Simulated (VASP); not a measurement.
# CdS (Greenockite) (P6_3mc) in VASP: further runs

One crystal, CdS (Greenockite), is run at these levels: SCAN, rSCAN; tasks: band structure.

Everything below comes from runs of VASP 6.6.1. Logs are shortened: lines on timing, memory, paths and dates and some standing lists are left out, and cuts for length are marked.

**What was measured.**

“Isotope dependence of band-gap energy”, 2008, arxiv:0807.2152 quotes, for a bulk crystal of CdS: band gap 2.5809 ± 0.0002 eV.

How close the calculation comes is told below.

### 1 The crystal as given

Symmetry: P6_3mc, No. 186, hexagonal system. Conventional cell: a = 4.150 Å, b = 4.150 Å, c = 6.737 Å, α = 90.00°, β = 90.00°, γ = 120.00°. Cd (site symmetry 3m) has 4 S at 2.53 to 2.54 Å as nearest neighbours. S (site symmetry 3m) has 4 Cd at 2.53 to 2.54 Å as nearest neighbours.

### 2 Band structure, SCAN

File INCAR:

```
SYSTEM = CdS
PREC = Accurate
ENCUT = 520
EDIFF = 1E-6
ISMEAR = -1
SIGMA = 0.05
LREAL = .False.
LASPH = .True.
NELM = 100
ALGO = Normal
ISIF = 2
LWAVE = .False.
LCHARG = .False.
METAGGA = SCAN
LMIXTAU = .True.
NBANDS = 26
```

File KPOINTS:

```
regular mesh
0
Gamma
  7 7 4
  0 0 0
```

File POSCAR:

```
CdS
1.0
    4.1500000000      0.0000000000      0.0000000000
   -2.0750000000      3.5940054257      0.0000000000
    0.0000000000      0.0000000000      6.7370000000
Cd S
2 2
Direct
    0.6666666667      0.3333333333      0.5000000000
    0.3333333333      0.6666666667      0.0000000000
    0.6666666667      0.3333333333      0.8750000000
    0.3333333333      0.6666666667      0.3750000000
```

File KPOINTS_OPT:

```
path GMKGALHA,LM,KH
10
line-mode
reciprocal
 0.0000000000  0.0000000000  0.0000000000  G
 0.5000000000  0.0000000000  0.0000000000  M

 0.5000000000  0.0000000000  0.0000000000  M
 0.3333333333  0.3333333333  0.0000000000  K

 0.3333333333  0.3333333333  0.0000000000  K
 0.0000000000  0.0000000000  0.0000000000  G

 0.0000000000  0.0000000000  0.0000000000  G
 0.0000000000  0.0000000000  0.5000000000  A

 0.0000000000  0.0000000000  0.5000000000  A
 0.5000000000  0.0000000000  0.5000000000  L

 0.5000000000  0.0000000000  0.5000000000  L
 0.3333333333  0.3333333333  0.5000000000  H

 0.3333333333  0.3333333333  0.5000000000  H
 0.0000000000  0.0000000000  0.5000000000  A

 0.5000000000  0.0000000000  0.5000000000  L
 0.5000000000  0.0000000000  0.0000000000  M

 0.3333333333  0.3333333333  0.0000000000  K
 0.3333333333  0.3333333333  0.5000000000  H
```

Potentials or basis: VASP PAW PBE potentials, release 64 (Cd, S).

On the command line:

```
cat potpaw_PBE.64/Cd/POTCAR potpaw_PBE.64/S/POTCAR > POTCAR
mpirun -np 1 vasp_std > vasp.out
```

OUTCAR:

```text
SYSTEM = CdS
   PREC = Accurate
   ENCUT = 520
   EDIFF = 1E-6
   ISMEAR = -1
   LREAL = .False.
   LASPH = .True.
   NELM = 100
   ISIF = 2
   METAGGA = SCAN

 ion  position               nearest neighbor table
   1  0.667  0.333  0.500-   3 2.53   4 2.54   4 2.54   4 2.54
   2  0.333  0.667  0.000-   4 2.53   3 2.54   3 2.54   3 2.54
   3  0.667  0.333  0.875-   1 2.53   2 2.54   2 2.54   2 2.54
   4  0.333  0.667  0.375-   2 2.53   1 2.54   1 2.54   1 2.54

  LATTYP: Found a hexagonal cell.
 ALAT       =     4.1500000000
 C/A-ratio  =     1.6233734940

  Lattice vectors:

 A1 = (   4.1500000000,   0.0000000000,   0.0000000000)
 A2 = (  -2.0750000000,   3.5940054257,   0.0000000000)
 A3 = (   0.0000000000,   0.0000000000,   6.7370000000)

Analysis of symmetry for initial positions (statically):
=====================================================================
 Subroutine PRICEL returns:
 Original cell was already a primitive cell.

 Routine SETGRP: Setting up the symmetry group for a
 hexagonal supercell.

 Subroutine GETGRP returns: Found 12 space group operations
 (whereof  6 operations were pure point group operations)
 out of a pool of 24 trial point group operations.

The static configuration has the point symmetry C_3v.
 The point group associated with its full space group is C_6v.

Analysis of symmetry for dynamics (positions and initial velocities):
=====================================================================
 Subroutine PRICEL returns:
 Original cell was already a primitive cell.

 Routine SETGRP: Setting up the symmetry group for a
 hexagonal supercell.

 Subroutine GETGRP returns: Found 12 space group operations
 (whereof  6 operations were pure point group operations)
 out of a pool of 24 trial point group operations.

The dynamic configuration has the point symmetry C_3v.
 The point group associated with its full space group is C_6v.

 Subroutine INISYM returns: Found 12 space group operations
 (whereof  6 operations are pure point group operations),
 and found     1 'primitive' translations

----------------------------------------------------------------------------------------

                                     Primitive cell

  volume of cell :     100.4832

  direct lattice vectors                    reciprocal lattice vectors
     4.150000000  0.000000000  0.000000000     0.240963855  0.139120547  0.000000000
    -2.075000000  3.594005426  0.000000000     0.000000000  0.278241094  0.000000000
     0.000000000  0.000000000  6.737000000     0.000000000  0.000000000  0.148434021

  length of vectors
     4.150000000  4.150000000  6.737000000     0.278241094  0.278241094  0.148434021

  position of ions in fractional coordinates (direct lattice)
     0.666666667  0.333333333  0.500000000
     0.333333333  0.666666667  0.000000000
     0.666666667  0.333333333  0.875000000
     0.333333333  0.666666667  0.375000000

  ion indices of the primitive-cell ions
   primitive index   ion index
                 1           1
                 2           2
                 3           3
                 4           4

----------------------------------------------------------------------------------------

 KPOINTS: regular mesh

Automatic generation of k-mesh.
 Grid dimensions read from file:
 generate k-points for:    7    7    4

 Generating k-lattice:

  Cartesian coordinates                     Fractional coordinates (reciprocal lattice)
     0.034423408  0.019874364  0.000000000     0.142857143  0.000000000  0.000000000
     0.000000000  0.039748728  0.000000000     0.000000000  0.142857143  0.000000000
     0.000000000  0.000000000  0.037108505     0.000000000  0.000000000  0.250000000

  Length of vectors
     0.039748728  0.039748728  0.037108505

  Shift w.r.t. Gamma in fractional coordinates (k-lattice)
     0.000000000  0.000000000  0.000000000

 Subroutine IBZKPT returns following result:
 ===========================================

 Found     24 irreducible k-points:

 Following reciprocal coordinates:
            Coordinates               Weight
  0.000000  0.000000  0.000000      1.000000
  0.142857 -0.000000  0.000000      6.000000
  0.285714 -0.000000  0.000000      6.000000
  0.428571 -0.000000  0.000000      6.000000
  0.142857  0.142857  0.000000      6.000000
  0.285714  0.142857  0.000000     12.000000
[... 16 lines left out ...]
  0.428571  0.142857  0.500000      6.000000
  0.285714  0.285714  0.500000      6.000000
   k-points           NKPTS =     24   k-points in BZ     NKDIM =     24   number of bands    NBANDS=     26
   number of dos      NEDOS =    301   number of ions     NIONS =      4
   total plane-waves  NPLWV =  51200
   dimension x,y,z NGX =    32 NGY =   32 NGZ =   50
   dimension x,y,z NGXF=    64 NGYF=   64 NGZF=  100
   ions per type =               2   2
   NGX,Y,Z   is equivalent  to a cutoff of  12.82, 12.82, 12.34 a.u.
   NGXF,Y,Z  is equivalent  to a cutoff of  25.64, 25.64, 24.68 a.u.
[... 35 lines left out ...]
   METAGGA = SCAN    functional components
   LHFCALC =     F    Hartree Fock is set to
   AEXX    =    0.0000 exact exchange contribution
   IVDW    =     0    specifies the selected vdW correction
   LEPSILON=     F    determine dielectric tensor
   LRPA    =     F    only Hartree local field effects (RPA)
 non-spin polarized calculation
  energy-cutoff  :      520.00
  volume of cell :      100.48
 maximum number of plane-waves:      2731
 NGX is ok and might be reduce to    32
   NGX = 15   NGY = 15   NGZ = 25

 number of electron      35.9999996 magnetization

 Free energy of the ion-electron system (eV)
  ---------------------------------------------------
  ext. energy  EPLUGINS =         0.00000000
  ---------------------------------------------------
  free energy    TOTEN  =       -83.09535134 eV

  energy without entropy =      -83.09535134  energy(sigma->0) =      -83.09535134

 E-fermi :   1.7256     XC(G=0):  -9.7040

 val. band max:        0.9068228342   @ k =   0.0000   0.0000   0.0000
 cond. band min:       2.4827088152   @ k =   0.0000   0.0000   0.0000
 fundamental gap:      1.5758859809
 Fermi energy:         1.7256168580

 k-point     1 :       0.0000    0.0000    0.0000
  band No.  band energies     occupation
      1     -11.9252      2.00000
      2     -11.4948      2.00000
      3      -6.9881      2.00000
      4      -6.9611      2.00000
      5      -6.9607      2.00000
      6      -6.8676      2.00000
[... 18 lines left out ...]
     25       9.0083      0.00000
     26       9.0083      0.00000

 k-point     2 :       0.1429   -0.0000    0.0000
  band No.  band energies     occupation
      1     -11.8553      2.00000
      2     -11.4647      2.00000
      3      -6.9614      2.00000
      4      -6.9323      2.00000
      5      -6.9071      2.00000
      6      -6.8330      2.00000
[... 18 lines left out ...]
     25       8.8749      0.00000
     26       9.4501      0.00000

 k-point     3 :       0.2857   -0.0000    0.0000
  band No.  band energies     occupation
      1     -11.6889      2.00000
      2     -11.4049      2.00000
      3      -6.9069      2.00000
      4      -6.8788      2.00000
      5      -6.7757      2.00000
      6      -6.7335      2.00000
[... 18 lines left out ...]
     25       9.5949      0.00000
     26       9.9343      0.00000

 k-point     4 :       0.4286   -0.0000    0.0000
  band No.  band energies     occupation
      1     -11.5362      2.00000
      2     -11.3752      2.00000
      3      -6.8757      2.00000
      4      -6.8498      2.00000
      5      -6.6819      2.00000
      6      -6.6620      2.00000
[... 18 lines left out ...]
     25       9.7843      0.00000
     26      11.2587      0.00000
[... 496 lines left out ...]
      1     -11.4671      2.00000
      2     -11.4671      2.00000
      3      -6.8211      2.00000
      4      -6.8211      2.00000
      5      -6.7684      2.00000
      6      -6.7684      2.00000
[... 18 lines left out ...]
     25       9.6029      0.00000
     26       9.6029      0.00000

 k-point    23 :       0.4286    0.1429    0.5000
  band No.  band energies     occupation
      1     -11.4210      2.00000
      2     -11.4210      2.00000
      3      -6.8135      2.00000
      4      -6.8135      2.00000
      5      -6.7494      2.00000
      6      -6.7494      2.00000
[... 18 lines left out ...]
     25      10.1420      0.00000
     26      10.1420      0.00000

 k-point    24 :       0.2857    0.2857    0.5000
  band No.  band energies     occupation
      1     -11.4105      2.00000
      2     -11.4105      2.00000
      3      -6.7904      2.00000
      4      -6.7904      2.00000
      5      -6.7525      2.00000
      6      -6.7525      2.00000
[... 18 lines left out ...]
     25      10.0802      0.00000
     26      10.0802      0.00000

------------------------ aborting loop because EDIFF is reached ----------------------------------------

  FORCE on cell =-STRESS in cart. coord.  units (eV):
  Direction    XX          YY          ZZ          XY          YZ          ZX
  --------------------------------------------------------------------------------------
  -------------------------------------------------------------------------------------
  Total        0.0896995      0.0896995      0.4516766      0.0000000      0.0000000      0.0000000
  in kB        1.4302352      1.4302352      7.2018627      0.0000000      0.0000000      0.0000000
  external PRESSURE =       3.3541110 kB  Pullay stress =       0.0000000 kB

 VOLUME and BASIS-vectors are now :
 -----------------------------------------------------------------------------
  energy-cutoff  :      520.00
  volume of cell :      100.48
      direct lattice vectors                 reciprocal lattice vectors
     4.150000000  0.000000000  0.000000000     0.240963855  0.139120547  0.000000000
    -2.075000000  3.594005426  0.000000000     0.000000000  0.278241094  0.000000000
     0.000000000  0.000000000  6.737000000     0.000000000  0.000000000  0.148434021

 POSITION                                       TOTAL-FORCE (eV/Angst)
 -----------------------------------------------------------------------------------
      2.07500      1.19800      3.36850        -0.000000      0.000000     -0.069054
     -0.00000      2.39600      0.00000         0.000000     -0.000000     -0.069054
      2.07500      1.19800      5.89487        -0.000000      0.000000      0.069054
     -0.00000      2.39600      2.52637         0.000000      0.000000      0.069054
 -----------------------------------------------------------------------------------
    total drift:                                0.000001      0.000002      0.015083

  FREE ENERGIE OF THE ION-ELECTRON SYSTEM (eV)
  ---------------------------------------------------
  free  energy   TOTEN  =       -83.0953513403 eV

  energy  without entropy=      -83.0953513357  energy(sigma->0) =      -83.09535134
```

Run time: 8.1 min. Hardware: 1 thread of Intel Xeon Platinum 8259CL at 2.50GHz (Skylake/Cascade Lake), shared host; peak memory 0.27 GiB.

Results:

| Property | Result |
| --- | --- |
| Free energy | -83.0954 eV |
| Pressure | 0.3 GPa |
| Largest force | 0.069 eV/Å |
| Band gap on the k mesh | 1.58 eV, direct |
| Band gap along the path | 1.58 eV, direct |

Forces in eV/Å, atoms in the order of the input:
```
Cd   0.000  0.000 -0.069
Cd   0.000  0.000 -0.069
S    0.000  0.000  0.069
S    0.000  0.000  0.069
```

Stress tensor (GPa, compression positive):
```
0.14 0.00 0.00
0.00 0.14 0.00
0.00 0.00 0.72
```

Levels at the corners of the path, in eV from the valence-band top:
```csv
point,band 15,band 16,band 17,band 18,band 19,band 20,band 21,band 22
Γ,-0.78,-0.04,0.00,0.00,1.58,3.19,6.93,6.93
M,-2.68,-1.90,-1.31,-0.75,4.12,4.21,5.39,6.82
M,-2.68,-1.90,-1.31,-0.75,4.12,4.21,5.39,6.82
K,-3.13,-1.88,-1.88,-1.64,4.88,5.54,5.54,7.42
K,-3.13,-1.88,-1.88,-1.64,4.88,5.54,5.54,7.42
Γ,-0.78,-0.04,0.00,0.00,1.58,3.19,6.93,6.93
Γ,-0.78,-0.04,0.00,0.00,1.58,3.19,6.93,6.93
A,-0.40,-0.40,-0.40,-0.40,3.23,3.23,6.60,6.60
A,-0.40,-0.40,-0.40,-0.40,3.23,3.23,6.60,6.60
L,-1.36,-1.36,-1.34,-1.34,3.82,3.82,5.78,5.78
L,-1.36,-1.36,-1.34,-1.34,3.82,3.82,5.78,5.78
H,-2.45,-2.45,-1.14,-1.14,4.82,4.82,6.37,6.37
H,-2.45,-2.45,-1.14,-1.14,4.82,4.82,6.37,6.37
A,-0.40,-0.40,-0.40,-0.40,3.23,3.23,6.60,6.60
L,-1.36,-1.36,-1.34,-1.34,3.82,3.82,5.78,5.78
M,-2.68,-1.90,-1.31,-0.75,4.12,4.21,5.39,6.82
K,-3.13,-1.88,-1.88,-1.64,4.88,5.54,5.54,7.42
H,-2.45,-2.45,-1.14,-1.14,4.82,4.82,6.37,6.37
```

Caveat: the PAW data sets were made with another functional, which shifts forces and pressure a little.

### 3 Band structure, SCAN, spin-orbit coupling, no magnetisation

File INCAR:

```
PREC     = Accurate       # precision mode
ENCUT    = 520            # plane-wave cutoff, eV
EDIFF    = 1E-7           # SCF threshold, eV
ISMEAR   = -1             # smearing method
SIGMA    = 0.05           # smearing width, eV
LREAL    = F              # projectors in reciprocal space
LASPH    = T              # aspherical terms in the spheres
NELM     = 100            # most SCF steps
ALGO     = Normal         # electronic algorithm
ISIF     = 2              # what is computed and relaxed
LWAVE    = F              # write WAVECAR
LCHARG   = F              # write CHGCAR
MAGMOM   = 0 0 0 0 0 0 0 0 0 0 0 0 # initial moments
LORBIT   = 11             # projections on sites
LSORBIT  = T              # spin-orbit coupling
GGA_COMPAT= F            
METAGGA  = SCAN           # meta-GGA
LMIXTAU  = T
```

File KPOINTS:

```
Automatic mesh
0
Gamma
  5 5 3
```

POSCAR is that of step 2.

KPOINTS_OPT is that of step 2.

Potentials or basis: VASP PAW PBE potentials, release 64 (Cd, S).

On the command line:

```
cat potpaw_PBE.64/Cd/POTCAR potpaw_PBE.64/S/POTCAR > POTCAR
mpirun -np 1 vasp_ncl > vasp.out
```

Wall time 39 min (1 thread of Intel Xeon Platinum 8259CL at 2.50GHz (Skylake/Cascade Lake), shared host); peak memory 0.59 GiB.

Results (log left out):

| Item | Value |
| --- | --- |
| Free energy | -83.1451 eV |
| Pressure | 0.3 GPa |
| Largest force | 0.067 eV/Å |
| Valence electrons inside the program's atomic spheres | Cd 10.31; S 3.74 |

Forces on the atoms (eV/Å):
```
Cd   0.000  0.000 -0.067
Cd   0.000  0.000 -0.067
S    0.000  0.000  0.067
S    0.000  0.000  0.067
```

Stress tensor (GPa, compression positive):
```
0.14 0.00 0.00
0.00 0.14 0.00
0.00 0.00 0.67
```

Caveat: the PAW data sets were made with another functional, which shifts forces and pressure a little.

### 4 Band structure, rSCAN

File INCAR:

```
SYSTEM = CdS
PREC = Accurate
ENCUT = 520
EDIFF = 1E-7
ISMEAR = -1
SIGMA = 0.05
LREAL = .FALSE.
LASPH = .TRUE.
NELM = 60
ALGO = Normal
ISIF = 2
LWAVE = .FALSE.
LCHARG = .FALSE.
METAGGA = RSCAN
LMIXTAU = .TRUE.
NBANDS = 26
```

File KPOINTS:

```
regular mesh
0
G
  7 7 4
  0 0 0
```

POSCAR is that of step 3.

Changes to KPOINTS_OPT since step 3:

```diff
@@ -1,3 +1,3 @@
 path GMKGALHA,LM,KH
-10
+20
 line-mode
```

On the command line:

```
cat potpaw_PBE.64/Cd/POTCAR potpaw_PBE.64/S/POTCAR > POTCAR
mpirun -np 1 vasp_std > vasp.out
```

Wall time 12 min (1 thread of Intel Xeon Platinum 8259CL at 2.50GHz (Skylake/Cascade Lake), shared host); peak memory 0.29 GiB.

It converged, with:

| Property | Result |
| --- | --- |
| Free energy | -99.4811 eV |
| Pressure | 0.8 GPa |
| Largest force | 0.071 eV/Å |
| Band gap on the k mesh | 1.62 eV, direct |
| Band gap along the path | 1.62 eV, direct |

Forces on the atoms (eV/Å):
```
Cd   0.000  0.000 -0.071
Cd   0.000  0.000 -0.071
S    0.000  0.000  0.071
S    0.000  0.000  0.071
```

Stress tensor (GPa, compression positive):
```
0.59 0.00 0.00
0.00 0.59 0.00
0.00 0.00 1.21
```

Levels at the corners of the path, in eV from the valence-band top:
| point | band 16 | band 17 | band 18 | band 19 | band 20 | band 21 |
| --- | --- | --- | --- | --- | --- | --- |
| Γ | -0.04 | 0.00 | 0.00 | 1.62 | 3.24 | 6.98 |
| M | -1.89 | -1.31 | -0.74 | 4.16 | 4.24 | 5.40 |
| M | -1.89 | -1.31 | -0.74 | 4.16 | 4.24 | 5.40 |
| K | -1.86 | -1.86 | -1.63 | 4.90 | 5.59 | 5.59 |
| K | -1.86 | -1.86 | -1.63 | 4.90 | 5.59 | 5.59 |
| Γ | -0.04 | 0.00 | 0.00 | 1.62 | 3.24 | 6.98 |
| Γ | -0.04 | 0.00 | 0.00 | 1.62 | 3.24 | 6.98 |
| A | -0.40 | -0.40 | -0.40 | 3.28 | 3.28 | 6.64 |
| A | -0.40 | -0.40 | -0.40 | 3.28 | 3.28 | 6.64 |
| L | -1.34 | -1.33 | -1.33 | 3.86 | 3.86 | 5.81 |
| L | -1.34 | -1.33 | -1.33 | 3.86 | 3.86 | 5.81 |
| H | -2.44 | -1.12 | -1.12 | 4.86 | 4.86 | 6.39 |
| H | -2.44 | -1.12 | -1.12 | 4.86 | 4.86 | 6.39 |
| A | -0.40 | -0.40 | -0.40 | 3.28 | 3.28 | 6.64 |
| L | -1.34 | -1.33 | -1.33 | 3.86 | 3.86 | 5.81 |
| M | -1.89 | -1.31 | -0.74 | 4.16 | 4.24 | 5.40 |
| K | -1.86 | -1.86 | -1.63 | 4.90 | 5.59 | 5.59 |
| H | -2.44 | -1.12 | -1.12 | 4.86 | 4.86 | 6.39 |

Caveat: the PAW data sets were made with another functional, which shifts forces and pressure a little.

### 5 The reference run

An earlier run on the cell as given: functional PBEsol; potentials or basis VASP PAW PBE potentials, release 64 (Cd, S); cutoff 520 eV; k mesh 7 × 7 × 4; occupations fermi-dirac, width 0.05 eV; no spin polarisation.

- Pressure: -0.6 GPa
- Largest force: 0.067 eV/Å
- Band gap on the k mesh: 1.06 eV, direct

### 6 Summary

```tsv
task	level	spin	k mesh	ladder	gap on the mesh (eV)	pressure (GPa)	largest force (eV/Å)
band structure	SCAN	off	7 × 7 × 4	-	1.58	0.3	0.07
band structure	SCAN	SOC, no magnetisation	5 × 5 × 3	-	-	0.3	0.07
band structure	rSCAN	off	7 × 7 × 4	-	1.62	0.8	0.07
single point	PBEsol	off	7 × 7 × 4	free	1.06	-0.6	0.07
```

Alike in all rows: potentials or basis VASP PAW PBE potentials, release 64 (Cd, S); cell as given; cutoff (eV) 520; smearing fermi-dirac 0.05 eV.

On the cell as given the gap runs from 1.06 eV (PBEsol) to 1.62 eV (rSCAN). The pressure there spans -0.6 GPa (PBEsol) to 0.8 GPa (rSCAN); a positive pressure means that this level wants a larger cell, a negative one a smaller.

Caveats: the PAW data sets were made with another functional, which shifts forces and pressure a little.

Total energies depend on the potentials used, so only differences within one code and one set of settings carry meaning.

### 7 Against experiment

Step 2. Measured gap of CdS: 2.5809 eV (quoted in “Isotope dependence of band-gap energy”, 2008, arxiv:0807.2152). This calculation gives 1.58 eV (-1.01 eV). Spin-orbit coupling on Cd is left out. The value is that of SCAN, without temperature or zero-point motion.

Step 4. Against the measured gap of CdS, 2.5809 eV (quoted in “Isotope dependence of band-gap energy”, 2008, arxiv:0807.2152), the calculated 1.62 eV is off by -0.96 eV. Spin-orbit coupling on Cd is left out. The value is that of rSCAN, without temperature or zero-point motion.
